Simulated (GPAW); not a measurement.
**MnO2 monolayer: cost and accuracy of all numerical settings together**

Two starts of MnO2 monolayer are run at each rung of all numerical settings together. Which rung is enough?

Program: GPAW 26.7.0. Level of theory: PBE; plane waves with GPAW's PAW setups, scalar-relativistic. Results are calculated unless marked as measured.

### 1. Starting point

The cell holds 3 atoms: 1 Mn and 2 O. Its edges and angles: a = 2.857 Å, b = 2.857 Å, c = 16.897 Å, α = 90.0°, β = 90.0°, γ = 120.0°. It derives from MnO2. one layer cut from the bulk crystal, unrelaxed, 15 A of vacuum. Vacuum lies along c.

As a file:

```
Mn O
1.0
     2.85687    0.00000    0.00000
    -1.42843    2.47412    0.00000
     0.00000    0.00000   16.89689
Mn O
1 2
Direct
  0.00000 0.00000 0.50000
  0.66667 0.33333 0.55613
  0.33333 0.66667 0.44387
```

### 2. Rung 1 (280 eV, mesh 4×4×1), start ferro +

Several settings change at once from rung to rung, from a quick look to a careful run; the headings and inputs name them.

Contents of order1.py:

```python
import json
import numpy as np
from ase import Atoms
from ase.parallel import paropen, parprint
from gpaw import GPAW

atoms = Atoms(['Mn', 'O', 'O'],
    cell=[[2.85687, 0.0, 0.0],
         [-1.428435, 2.474122, 0.0],
         [0.0, 0.0, 16.896891]],
    scaled_positions=[[0.0, 0.0, 0.5],
         [0.666667, 0.333333, 0.556131],
         [0.333333, 0.666667, 0.443869]],
    pbc=True,
    magmoms=[4.5, 0.0, 0.0])
atoms.calc = GPAW(mode={'name': 'pw', 'ecut': 280},
    xc='PBE',
    kpts={'size': (4, 4, 1), 'gamma': True},
    occupations={'name': 'fermi-dirac', 'width': 0.2},
    convergence={'density': 1e-05, 'energy': 1e-05},
    maxiter=200,
    symmetry={'tolerance': 1e-4},
    txt='order1.txt')
e = atoms.get_potential_energy(force_consistent=True)
res = {'free_energy': e, 'energy_sigma0': atoms.get_potential_energy(), 'fermi_energy': atoms.calc.get_fermi_level()}
res['moments'] = atoms.get_magnetic_moments().tolist()
res['total'] = atoms.get_magnetic_moment()
parprint('site moments (muB):', np.round(res['moments'], 3))
parprint(f"total moment: {res['total']:.3f} muB")
parprint(f'free energy: {e:.6f} eV')
atoms.calc.write('order1.gpw')
with paropen('results.json', 'w') as f:
    json.dump(res, f)
```

Run with:

```bash
$ OMP_NUM_THREADS=1 mpirun -n 2 gpaw python order1.py > order1.log
```

Numbers of over 12 decimals in the logs are rounded to 6 here.

Log:

```text
site moments (muB): [2.75  0.035 0.035]
total moment: 2.941 muB
free energy: -6.579117 eV

--- order1.txt ---
Input parameters:
  mode=PW(ecut=280),
  convergence={'density': 1e-05, 'energy': 1e-05},
  kpts=MonkhorstPack(size=(4, 4, 1), gamma=True),
  maxiter=200,
  occupations=Occupations(name='fermi-dirac', width=0.2),
  symmetry=Symmetry(tolerance=0.0001),
  xc=XC(name='PBE')

Diagonalizing LCAO Hamiltonian
Converting LCAO to pw mode

           O
       Mn
        O

Atoms  # Å, Bohr magnetons
|   | symbol |         x |        y |        z |    initial magnetic moments |
|---|--------|-----------|----------|----------|-----------------------------|
| 0 |     Mn |  0.000000 | 0.000000 | 8.448446 | ( 0.0000,  0.0000,  4.5000) |
| 1 |      O |  1.428436 | 0.824707 | 9.396885 | ( 0.0000,  0.0000,  0.0000) |
| 2 |      O | -0.000001 | 1.649415 | 7.500006 | ( 0.0000,  0.0000,  0.0000) |

Unit cell  # Å
| periodic |         x |        y |         z |   lengths |     angles |
|----------|-----------|----------|-----------|-----------|------------|
|      yes |  2.856870 | 0.000000 |  0.000000 |  2.856870 |  90.000000 |
|      yes | -1.428435 | 2.474122 |  0.000000 |  2.856870 |  90.000000 |
|      yes |  0.000000 | 0.000000 | 16.896891 | 16.896891 | 120.000000 |

Number of symmetries: 12

BZ-sampling:
  Number of BZ points: 16
  Number of IBZ points: 4

  Monkhorst-Pack size: [4, 4, 1]
  Monkhorst-Pack shift: [0.125, 0.125, 0.0]

Plane wave coefficients: 1286
Cutoff: 280.0 eV

Spin-components: 2 (collinear spins)
Bands:           21
Projectors:      16
Spin-degeneracy: 1
Datatype:        complex128

Parallelization:
  kpt:    2
  domain: 1
  band:   1

Density:
  Valence electrons: 27.0
  Components: 2
  Grid points: [12 12 70]
  Charge: 0.0  # |e|

Potential:
  Grid points: [12 12 70]

[... setups left out ...]
Reference energy: -35595.792675  # eV

eigensolver:
  PPCG
  Converge bands: occupied
  niter=2

density mixing:
  MSR1-Mixer
  Pratt-step length: 0.05
  Maximum mixing coefficient: 0.75
  Old densities: 10
  SVD Regularization: 0.005
  Good broyden scale: 1.0
  Trust region scale: 1.0
  Backstep threshold: 4.0
  History deletion threshold: 6.0
  Fourier metric: weight=20.0, sigma=0.015

occupation numbers:
  Fermi-Dirac:
    width: 0.2000  # eV

poisson solver:
  ecut: 2240.0  # eV

xc functional:
  name: PBE with 2 nearest neighbor stencil

convergence criteria:
- Maximum integral of absolute [dens]ity change: 1e-05 electrons / valence electron
- Maximum [total energy] change in last 3 cyles: 1e-05 eV / valence electron
- Maximum integral of absolute [eigenst]ate change: 4e-08 eV^2 / valence electron
maximum number of iterations: 200

SCF iterations
|iter     |      energy | eigst |  dens |  magmom |
|---------|-------------|-------|-------|---------|
|iter:   1|       0s |   -6.730056 | -0.05 |       |  +4.5022|
|iter:   2|       0s |   -6.594418 | -1.70 | -0.84 |  +4.4269|
|iter:   3|       0s |   -6.705727 | -1.04 | -0.87 |  +3.5652|
|iter:   4|       1s |   -6.539104 | -1.63 | -1.16 |  +3.0622|
|iter:   5|       1s |   -6.548818 | -2.82 | -1.73 |  +2.9904|
|iter:   6|       2s |   -6.552109 | -3.52 | -2.01 |  +2.9475|
|iter:   7|       2s |   -6.552906 | -3.54 | -2.26 |  +2.9363|
|iter:   8|       3s |   -6.552854 | -5.17 | -3.13 |  +2.9399|
|iter:   9|       3s |   -6.552824c| -5.79 | -3.62 |  +2.9409|
|iter:  10|       4s |   -6.552821c| -6.82 | -4.28 |  +2.9409|
|iter:  11|       4s |   -6.552822c| -7.47c| -4.74 |  +2.9408|
|iter:  12|       4s |   -6.552822c| -7.89c| -5.57c|  +2.9408|

Converged in 12 steps
Energy contributions relative to reference atoms: (reference = -35595.792675)

Energy contributions:
  Kinetic:         -42.199685
  Coulomb:          53.361082
  Zero:              0.171535
  External:          0.000000
  Xc:              -17.859459
  Entropy:          -0.052588
  Spinorbit:         0.000000
  ----------------------------
  Free energy:      -6.579117
  Extrapolated:     -6.552822

dipole moment: (-3.309470, -5.732170, 0.000004)  # |e|*Ang

Total magnetic moment: (0.000000, 0.000000, 2.940833)

Local magnetic moments
|        x |        y |        z |
|----------|----------|----------|
| 0.000000 | 0.000000 | 2.750068 |  # Mn   0
| 0.000000 | 0.000000 | 0.034779 |  # O    1
| 0.000000 | 0.000000 | 0.034779 |  # O    2

Fermi level: -3.629
Eigenvalues  # (at kpt = [0.000, 0.000, 0.000])
| band index |      eig [eV] | occ [0-1] |      eig [eV] | occ [0-1] |
|------------|---------------|-----------|---------------|-----------|
|          0 |       -85.498 |     1.000 |       -82.377 |     1.000 |
|        ... |               |           |               |           |
|          6 |       -10.206 |     1.000 |        -9.276 |     1.000 |
|          7 |        -9.913 |     1.000 |        -9.020 |     1.000 |
|          8 |        -9.912 |     1.000 |        -9.019 |     1.000 |
|          9 |        -6.385 |     1.000 |        -5.972 |     1.000 |
|         10 |        -6.378 |     1.000 |        -5.275 |     1.000 |
|         11 |        -6.114 |     1.000 |        -5.275 |     1.000 |
|         12 |        -5.347 |     1.000 |        -3.233 |     0.121 |
|         13 |        -5.346 |     1.000 |        -3.227 |     0.118 |
|         14 |        -4.164 |     0.935 |        -1.464 |     0.000 |
|         15 |        -0.615 |     0.000 |         0.631 |     0.000 |
|         16 |        -0.614 |     0.000 |         0.631 |     0.000 |
|         17 |         1.812 |     0.000 |         1.981 |     0.000 |
|         18 |         2.551 |     0.000 |         2.600 |     0.000 |
|         19 |         2.851 |     0.000 |         2.927 |     0.000 |
|         20 |         4.322 |     0.000 |         4.417 |     0.000 |

Gap: 0.931 eV
Transition (v -> c):
  (s=0, k=0, n=14, [0.00, 0.00, 0.00]) -> (s=1, k=0, n=12, [0.00, 0.00, 0.00])
No difference between direct/indirect transitions
```

The job ended after 9 s (2 MPI ranks of Arm Neoverse N1, shared host; peak memory 0.34 GiB; 18 s of CPU time).

Spin moment in the augmentation sphere by atom:

```csv
atom,spin moment in the augmentation sphere (μB)
Mn1,2.75
O2,0.03
O3,0.03
```

Numbers from this step:

```
magnetization : 2.941 μB
final state   : ferromagnetic
```

After 12 cycles the largest moment stands at 2.75 μB.

### 3. Rung 1 (280 eV, mesh 4×2×1), start antiferro q=(0,1/2,0) +-

The second start gives the energy difference between the two end states, the quantity that is followed up the ladder. Its q is in fractions of the reciprocal vectors of the first run's cell.

Contents of order2.py:

```python
import json
import numpy as np
from ase import Atoms
from ase.parallel import paropen, parprint
from gpaw import GPAW

atoms = Atoms(['Mn', 'Mn', 'O', 'O', 'O', 'O'],
    cell=[[2.85687, 0.0, 0.0],
         [-2.85687, 4.948244, 0.0],
         [0.0, 0.0, 16.896891]],
    scaled_positions=[[0.0, 0.0, 0.5],
         [0.0, 0.5, 0.5],
         [0.666667, 0.1666665, 0.556131],
         [0.666667, 0.6666665, 0.556131],
         [0.333333, 0.3333335, 0.443869],
         [0.333333, 0.8333335, 0.443869]],
    pbc=True,
    magmoms=[4.5, -4.5, 0.0, 0.0, 0.0, 0.0])
atoms.calc = GPAW(mode={'name': 'pw', 'ecut': 280},
    xc='PBE',
    kpts={'size': (4, 2, 1), 'gamma': True},
    occupations={'name': 'fermi-dirac', 'width': 0.2},
    convergence={'density': 1e-05, 'energy': 1e-05},
    maxiter=200,
    symmetry={'tolerance': 1e-4},
    txt='order2.txt')
e = atoms.get_potential_energy(force_consistent=True)
res = {'free_energy': e, 'energy_sigma0': atoms.get_potential_energy(), 'fermi_energy': atoms.calc.get_fermi_level()}
res['moments'] = atoms.get_magnetic_moments().tolist()
res['total'] = atoms.get_magnetic_moment()
parprint('site moments (muB):', np.round(res['moments'], 3))
parprint(f"total moment: {res['total']:.3f} muB")
parprint(f'free energy: {e:.6f} eV')
atoms.calc.write('order2.gpw')
with paropen('results.json', 'w') as f:
    json.dump(res, f)
```

Run with:

```bash
$ OMP_NUM_THREADS=1 mpirun -n 2 gpaw python order2.py > order2.log
```

Log:

```text
site moments (muB): [ 2.591 -2.591  0.007 -0.007 -0.007  0.007]
total moment: -0.000 muB
free energy: -13.146050 eV

--- order2.txt ---
Input parameters:
  mode=PW(ecut=280),
  convergence={'density': 1e-05, 'energy': 1e-05},
  kpts=MonkhorstPack(size=(4, 2, 1), gamma=True),
  maxiter=200,
  occupations=Occupations(name='fermi-dirac', width=0.2),
  symmetry=Symmetry(tolerance=0.0001),
  xc=XC(name='PBE')

Diagonalizing LCAO Hamiltonian
Converting LCAO to pw mode

             O

         Mn    O
           Mn

Atoms  # Å, Bohr magnetons
|   | symbol |         x |        y |        z |    initial magnetic moments |
|---|--------|-----------|----------|----------|-----------------------------|
| 0 |     Mn |  0.000000 | 0.000000 | 8.448446 | ( 0.0000,  0.0000,  4.5000) |
| 1 |     Mn | -1.428435 | 2.474122 | 8.448446 | ( 0.0000,  0.0000, -4.5000) |
| 2 |      O |  1.428436 | 0.824707 | 9.396885 | ( 0.0000,  0.0000,  0.0000) |
| 3 |      O |  0.000001 | 3.298829 | 9.396885 | ( 0.0000,  0.0000,  0.0000) |
| 4 |      O | -0.000001 | 1.649415 | 7.500006 | ( 0.0000,  0.0000,  0.0000) |
| 5 |      O | -1.428436 | 4.123537 | 7.500006 | ( 0.0000,  0.0000,  0.0000) |

Number of symmetries: 2

BZ-sampling:
  Number of BZ points: 8
  Number of IBZ points: 6

  Monkhorst-Pack size: [4, 2, 1]
  Monkhorst-Pack shift: [0.125, 0.25, 0.0]

Plane wave coefficients: 2572
Cutoff: 280.0 eV

Spin-components: 2 (collinear spins)
Bands:           37
Projectors:      32
Spin-degeneracy: 1
Datatype:        complex128

Parallelization:
  kpt:    2
  domain: 1
  band:   1

Density:
  Valence electrons: 54.0
  Components: 2
[...]
Zero:              0.343904
  External:          0.000000
  Xc:              -35.355306
  Entropy:          -0.100663
  Spinorbit:         0.000000
  ----------------------------
  Free energy:     -13.146050
  Extrapolated:    -13.095718

dipole moment: (-6.617516, -11.461871, 0.000008)  # |e|*Ang

Total magnetic moment: (0.000000, 0.000000, -0.000000)

Local magnetic moments
|        x |        y |         z |
|----------|----------|-----------|
| 0.000000 | 0.000000 |  2.590639 |  # Mn   0
| 0.000000 | 0.000000 | -2.590639 |  # Mn   1
| 0.000000 | 0.000000 |  0.006874 |  # O    2
| 0.000000 | 0.000000 | -0.006874 |  # O    3
| 0.000000 | 0.000000 | -0.006874 |  # O    4
| 0.000000 | 0.000000 |  0.006874 |  # O    5

Fermi level: -3.709
Eigenvalues  # (at kpt = [0.000, 0.000, 0.000])
| band index |      eig [eV] | occ [0-1] |      eig [eV] | occ [0-1] |
|------------|---------------|-----------|---------------|-----------|
|          0 |       -85.426 |     1.000 |       -85.426 |     1.000 |
|        ... |               |           |               |           |
|         19 |        -6.809 |     1.000 |        -6.809 |     1.000 |
|         20 |        -6.099 |     1.000 |        -6.099 |     1.000 |
|         21 |        -6.041 |     1.000 |        -6.041 |     1.000 |
|         22 |        -5.930 |     1.000 |        -5.930 |     1.000 |
[...]
|         32 |         0.258 |     0.000 |         0.258 |     0.000 |
|         33 |         0.280 |     0.000 |         0.280 |     0.000 |
|         34 |         1.902 |     0.000 |         1.902 |     0.000 |
|        ... |               |           |               |           |
|         36 |         2.887 |     0.000 |         2.887 |     0.000 |

Gap: 1.016 eV
Transition (v -> c):
  (s=0, k=1, n=26, [0.00, 0.50, 0.00]) -> (s=1, k=4, n=27, [0.50, 0.00, 0.00])
Direct/indirect transitions are different
Direct gap: 1.372 eV
Transition at: (s=0, k=1, n=26, [0.00, 0.50, 0.00])

[key lines of the parts left out:]
Converged in 17 steps
```

Wall time 36 s (2 MPI ranks); peak memory 0.42 GiB; 73 s of CPU time.

Spin moment in the augmentation sphere by atom:

```csv
atom,spin moment in the augmentation sphere (μB)
Mn1,2.59
Mn2,-2.59
O3,0.01
O4,-0.01
O5,-0.01
O6,0.01
```

This step gave:

- magnetization: 0 μB
- final state: antiferromagnetic

This start lies +6.1 meV a seeded atom from the first; its largest moment is 2.59 μB.

### 4. Rung 2 (380 eV, mesh 6×6×1), start ferro +

order1.py is the script of step 2 with these lines changed:

```diff
@@ -15,6 +15,6 @@
     magmoms=[4.5, 0.0, 0.0])
-atoms.calc = GPAW(mode={'name': 'pw', 'ecut': 280},
+atoms.calc = GPAW(mode={'name': 'pw', 'ecut': 380},
     xc='PBE',
-    kpts={'size': (4, 4, 1), 'gamma': True},
-    occupations={'name': 'fermi-dirac', 'width': 0.2},
+    kpts={'size': (6, 6, 1), 'gamma': True},
+    occupations={'name': 'fermi-dirac', 'width': 0.15},
     convergence={'density': 1e-05, 'energy': 1e-05},
```

Run with:

```bash
$ OMP_NUM_THREADS=1 mpirun -n 2 gpaw python order1.py > order1.log
```

Log:

```text
site moments (muB): [2.81  0.034 0.034]
total moment: 2.989 muB
free energy: -19.986523 eV

--- order1.txt ---
Input parameters:
  mode=PW(ecut=380),
  convergence={'density': 1e-05, 'energy': 1e-05},
  kpts=MonkhorstPack(size=(6, 6, 1), gamma=True),
  maxiter=200,
  occupations=Occupations(name='fermi-dirac', width=0.15),
  symmetry=Symmetry(tolerance=0.0001),
  xc=XC(name='PBE')

Diagonalizing LCAO Hamiltonian
[...]
|         18 |         2.714 |     0.000 |         2.765 |     0.000 |
|         19 |         3.092 |     0.000 |         3.173 |     0.000 |
|         20 |         4.515 |     0.000 |         4.603 |     0.000 |

Gap: 1.037 eV
Transition (v -> c):
  (s=0, k=1, n=14, [0.17, 0.00, 0.00]) -> (s=1, k=0, n=12, [0.00, 0.00, 0.00])
Direct/indirect transitions are different
Direct gap: 1.059 eV
Transition at: (s=0->1, k=0, n=14, [0.00, 0.00, 0.00])

[key lines of the parts left out:]
Free energy:     -19.986523
Converged in 13 steps
dipole moment: (-3.309570, -5.732343, 0.000004)  # |e|*Ang
Fermi level: -3.862
```

Run time: 15 s. Hardware: 2 MPI ranks; peak memory 0.38 GiB; 31 s of CPU time.

This step gave:

```
magnetization  : 2.989 μB
final state    : ferromagnetic
largest moment : 2.810 μB
```

The largest moment moves by +0.06 μB from rung 1, at 1.7 times its CPU time.

### 5. Rung 2 (380 eV, mesh 6×3×1), start antiferro q=(0,1/2,0) +-

order2.py is the script of step 3 with these lines changed:

```diff
@@ -18,6 +18,6 @@
     magmoms=[4.5, -4.5, 0.0, 0.0, 0.0, 0.0])
-atoms.calc = GPAW(mode={'name': 'pw', 'ecut': 280},
+atoms.calc = GPAW(mode={'name': 'pw', 'ecut': 380},
     xc='PBE',
-    kpts={'size': (4, 2, 1), 'gamma': True},
-    occupations={'name': 'fermi-dirac', 'width': 0.2},
+    kpts={'size': (6, 3, 1), 'gamma': True},
+    occupations={'name': 'fermi-dirac', 'width': 0.15},
     convergence={'density': 1e-05, 'energy': 1e-05},
```

Run with:

```bash
$ OMP_NUM_THREADS=1 mpirun -n 2 gpaw python order2.py > order2.log
```

Log:

```text
site moments (muB): [ 2.66  -2.66   0.008 -0.008 -0.008  0.008]
total moment: 0.000 muB
free energy: -39.981919 eV

--- order2.txt ---
Input parameters:
  mode=PW(ecut=380),
  convergence={'density': 1e-05, 'energy': 1e-05},
  kpts=MonkhorstPack(size=(6, 3, 1), gamma=True),
  maxiter=200,
  occupations=Occupations(name='fermi-dirac', width=0.15),
  symmetry=Symmetry(tolerance=0.0001),
  xc=XC(name='PBE')

[...]
|         33 |        -0.199 |     0.000 |        -0.199 |     0.000 |
|         34 |         2.185 |     0.000 |         2.185 |     0.000 |
|        ... |               |           |               |           |
|         36 |         4.558 |     0.000 |         4.561 |     0.000 |

Gap: 1.353 eV
Transition (v -> c):
  (s=1, k=1, n=26, [0.00, 0.33, 0.00]) -> (s=0, k=8, n=27, [0.50, 0.00, 0.00])
Direct/indirect transitions are different
Direct gap: 1.707 eV
Transition at: (s=1, k=1, n=26, [0.00, 0.33, 0.00])

[key lines of the parts left out:]
Free energy:     -39.981919
Converged in 19 steps
dipole moment: (-6.617480, -11.461809, 0.000008)  # |e|*Ang
Fermi level: -3.982
```

It took 91 s on 2 MPI ranks; peak memory 0.51 GiB.

This step gave:

```yaml
magnetization: 0 μB
final_state: antiferromagnetic
largest_moment: 2.660 μB
```

This start lies -4.4 meV a seeded atom from the first, a change of -10.5 meV since rung 1; its largest moment is 2.66 μB.

### 6. Rung 3 (500 eV, mesh 8×8×1), start ferro +

order1.py is the script of step 4 with these lines changed:

```diff
@@ -15,6 +15,6 @@
     magmoms=[4.5, 0.0, 0.0])
-atoms.calc = GPAW(mode={'name': 'pw', 'ecut': 380},
+atoms.calc = GPAW(mode={'name': 'pw', 'ecut': 500},
     xc='PBE',
-    kpts={'size': (6, 6, 1), 'gamma': True},
-    occupations={'name': 'fermi-dirac', 'width': 0.15},
+    kpts={'size': (8, 8, 1), 'gamma': True},
+    occupations={'name': 'fermi-dirac', 'width': 0.1},
     convergence={'density': 1e-05, 'energy': 1e-05},
```

Run with:

```bash
$ OMP_NUM_THREADS=1 mpirun -n 2 gpaw python order1.py > order1.log
```

Log:

```text
site moments (muB): [2.814 0.037 0.037]
total moment: 2.999 muB
free energy: -24.036077 eV

--- order1.txt ---
Input parameters:
  mode=PW(ecut=500),
  convergence={'density': 1e-05, 'energy': 1e-05},
  kpts=MonkhorstPack(size=(8, 8, 1), gamma=True),
  maxiter=200,
  occupations=Occupations(name='fermi-dirac', width=0.1),
  symmetry=Symmetry(tolerance=0.0001),
  xc=XC(name='PBE')

Diagonalizing LCAO Hamiltonian
[...]
|         18 |         2.750 |     0.000 |         2.809 |     0.000 |
|         19 |         3.246 |     0.000 |         3.322 |     0.000 |
|         20 |         4.611 |     0.000 |         4.702 |     0.000 |

Gap: 1.010 eV
Transition (v -> c):
  (s=0, k=1, n=14, [0.12, 0.00, 0.00]) -> (s=1, k=0, n=12, [0.00, 0.00, 0.00])
Direct/indirect transitions are different
Direct gap: 1.049 eV
Transition at: (s=0->1, k=0, n=14, [0.00, 0.00, 0.00])

[key lines of the parts left out:]
Free energy:     -24.036077
Converged in 13 steps
dipole moment: (-3.310605, -5.734136, 0.000004)  # |e|*Ang
Fermi level: -3.898
```

It took 25 s on 2 MPI ranks; peak memory 0.42 GiB; 49 s of CPU time.

Numbers from this step:

```yaml
magnetization: 2.999 μB
final_state: ferromagnetic
largest_moment: 2.814 μB
```

The largest moment is that of rung 2, at 1.6 times its CPU time.

(Part 1 of 2 ends here.)

[Logs and program files are shortened in this print: banners, set-up blocks, solver, clock and traceback lines can be left out without a mark of their own.]

[Logs are printed without paths, hosts, clocks, repeated set-up lines and the standing remarks that a program may print on its own settings, such as how far it seeks lower states.]

[Hosts, paths, dates, database ids (printed as entryN), source tags and the programs' standing remarks are cut or masked in the printed files.]

[Where a cell is said to come from a database of computed structures, the database is the Materials Project.]
